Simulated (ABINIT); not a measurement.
MoS2:

```
CELL_PARAMETERS angstrom
3.22746 0.00000 0.00000
-1.61373 2.79507 0.00000
0.00000 0.00000 6.31247
ATOMIC_POSITIONS crystal
Mo 0.00000 0.00000 0.50000
S 0.66667 0.33333 0.74468
S 0.33333 0.66667 0.25532
```

Measurements of this composition are mostly on another form, of space group No. 194.

Base run:

| Property | Result |
| --- | --- |
| Program | ABINIT 10.8.3 (patched build) |
| Functional | PBEsol |
| Potentials or basis | PseudoDojo NC SR PBEsol v0.4.1 standard |
| Cutoff | 980 eV |
| k mesh | 7 × 7 × 3 |
| Occupations | fermi-dirac, width 0.05 eV |
| Spin | no spin polarisation |

Its results: band gap on the k mesh none (metal or under the smearing width); pressure -3.3 GPa; largest force 0.007 eV/Å.

Question: The run is repeated on the same cell with these changes: functional from PBEsol to LDA; potentials or basis from PseudoDojo NC SR PBEsol v0.4.1 standard to PseudoDojo NC SR LDA v0.4.1 standard; cutoff from 980 eV to 952 eV. What comes out?

Answer: Band gap on the k mesh none (metal or under the smearing width); pressure -5.9 GPa; largest force 0.168 eV/Å.

Caveats: this functional lacks dispersion, which binds the layers, so the pressure and a relaxed spacing across them are unreliable (some runs).
